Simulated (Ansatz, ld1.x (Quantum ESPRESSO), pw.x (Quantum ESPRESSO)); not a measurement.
H (Z = 1): does the TM potential hold in the solid?

| Quantity | Value |
| --- | --- |
| Element | hydrogen (H) |
| Generator | ld1.x (Quantum ESPRESSO) 7.5 |
| Type | norm-conserving Troullier–Martins (Kleinman–Bylander form) |
| Functional | PBE |
| Relativity | scalar-relativistic |
| Frozen core | none |
| Valence charge | 1 |
| Reference configuration | 1s1 |
| Partial waves | 1s (bound): rc 1.35 bohr; 2p channel at -0.15 Ry: rc 1.25 bohr |
| Local potential | all-electron potential smoothed inside 1.00 bohr (lloc = -2) |
| Core correction | none |

Crystal test: sc H in pw.x 7.5, no spin, 18³ k-points, Fermi–Dirac smearing 0.01 Ry, cutoffs 45/180 Ry. The lattice is a test structure that the element need not adopt, and mesh and smearing are coarse.

pw.x input:

```
&control
  calculation='scf', prefix='x', pseudo_dir='./', outdir='./tmp', tstress=.true., disk_io='none'
/
&system
  ibrav=0, nat=1, ntyp=1, ecutwfc=45, ecutrho=180, nbnd=7,
  occupations='smearing', smearing='fd', degauss=0.01
/
&electrons
  conv_thr=1e-09, mixing_beta=0.4, electron_maxstep=70
/
ATOMIC_SPECIES
H 1.0 H.UPF
CELL_PARAMETERS angstrom
  1.45132657 0.00000000 0.00000000
  0.00000000 1.45132657 0.00000000
  0.00000000 0.00000000 1.45132657
ATOMIC_POSITIONS crystal
H 0.0000 0.0000 0.0000
K_POINTS automatic
18 18 18 0 0 0
```

```bash
pw.x < H.scf.in > H.scf.out
```

How does the run end?

It converges; the pressure is 1.27 GPa against 1.13 GPa from all-electron LAPW.  The log shows:

```
Message from routine setup:
     using ibrav=0 with symmetry is DISCOURAGED, use correct ibrav instead
     lattice parameter (alat)  =       2.7426  a.u.
     unit-cell volume          =      20.6297 (a.u.)^3
     number of electrons       =         1.00
     number of Kohn-Sham states=            7
     kinetic-energy cutoff     =      45.0000  Ry
     charge density cutoff     =     180.0000  Ry
     scf convergence threshold =      1.0E-09
     Exchange-correlation= PBE
     number of k points=   220  Fermi-Dirac smearing, width (Ry)=  0.0100
     iteration #  1     ecut=    45.00 Ry     beta= 0.40
     total energy              =      -1.08475943 Ry
     estimated scf accuracy    <       0.00023142 Ry
     iteration #  2     ecut=    45.00 Ry     beta= 0.40
     total energy              =      -1.08479269 Ry
     estimated scf accuracy    <       0.00008676 Ry
     iteration #  3     ecut=    45.00 Ry     beta= 0.40
     total energy              =      -1.08479442 Ry
     estimated scf accuracy    <          9.8E-09 Ry
     iteration #  4     ecut=    45.00 Ry     beta= 0.40
     total energy              =      -1.08479444 Ry
     estimated scf accuracy    <       0.00000002 Ry
     iteration #  5     ecut=    45.00 Ry     beta= 0.40
     the Fermi energy is     2.8376 ev
!    total energy              =      -1.08479444 Ry
     estimated scf accuracy    <          5.2E-13 Ry
     smearing contrib. (-TS)   =      -0.00047815 Ry
     The total energy is F=E-TS. E is the sum of the following terms:
     one-electron contribution =       0.59120444 Ry
     hartree contribution      =       0.02698064 Ry
     xc contribution           =      -0.66797665 Ry
     ewald contribution        =      -1.03452471 Ry
     convergence has been achieved in   5 iterations
          total   stress  (Ry/bohr**3)                   (kbar)     P=       12.71
     Message from routine punch:
     Nothing written, as per user request (disk_io='none')
```
